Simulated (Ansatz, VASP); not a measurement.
# AlNi in VASP and in Ansatz

```
Ni Al
1.0
     2.88100    0.00000    0.00000
     0.00000    2.88100    0.00000
     0.00000    0.00000    2.88100
Ni Al
1 1
Direct
  0.50000 0.50000 0.50000
  0.00000 0.00000 0.00000
```

Alike in both runs: functional PBEsol; k mesh 9 × 9 × 9; occupations methfessel-paxton of order 1, width 0.2 eV; collinear spin; Hubbard terms Ni d U = 7.0 eV.

|  | VASP | Ansatz |
| --- | --- | --- |
| version | VASP 6.6.1 | Ansatz 0.2.0 |
| potentials or method | VASP PAW PBE potentials, release 64 (Ni, Al), cutoff 520 eV | all-electron LAPW, scalar-relativistic |
| task | single point | band structure |

Ansatz gave:

- gap on the k mesh at the Fermi level (eV): none
- pressure (GPa): -4.6
- net moment per atom (μB): 0.00

Which values does VASP return?

gap on the k mesh at the Fermi level (eV): none; pressure (GPa): -12.2; net moment per atom (μB): 0.00.

The programs project onto different local orbitals, so the same U acts differently. A gap of «none» marks a metal or a gap that the smearing closes. Ansatz ran all-electron here, so the differences hold the error of VASP's frozen core and of both bases.

Caveats: the U is typed as a test and isn't derived for this compound; the PAW data sets were made with another functional, which shifts forces and pressure a little (VASP); the magnetic state may not be the lowest (Ansatz); U is the effective U less J, on atomic orbitals that reach past the spheres (Ansatz); the starting moments weren't kept (Ansatz). The state reached can hang on the start; a lower one may exist.
